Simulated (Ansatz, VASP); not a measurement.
One calculation of HfB2, two programs

```
CELL_PARAMETERS angstrom
3.14000 0.00000 0.00000
-1.57000 2.71932 0.00000
0.00000 0.00000 3.48000
ATOMIC_POSITIONS crystal
Hf 0.00000 0.00000 0.00000
B 0.66667 0.33333 0.50000
B 0.33333 0.66667 0.50000
```

Alike in both runs: task single point; functional PBE; k mesh 10 × 10 × 8; occupations gaussian, width 0.025 eV; no spin polarisation.

```csv
,VASP,Ansatz
version,VASP 6.6.1,Ansatz 0.2.0
potentials or method,"VASP PAW PBE potentials, release 64 (Hf_pv, B)",Ansatz PAW
plane-wave cutoff (eV),520,420
valence electrons in the cell,16,32
```

Ansatz gave:

```
gap on the k mesh at the Fermi level (eV)       : none
pressure (GPa)                                  : 1.4
largest component of the traceless stress (GPa) : 0.40
```

Question: What did VASP give for the same quantities?

Answer: gap on the k mesh at the Fermi level (eV): none; pressure (GPa): 1.0; largest component of the traceless stress (GPa): 0.58.

A gap of «none» marks a metal or a gap that the smearing closes. The functional is the same, so the differences come from potentials, cutoffs and numerics. The two sets of potentials don't hold the same shells in valence.

The runs have no spin-orbit coupling, so splittings on Hf are missing.
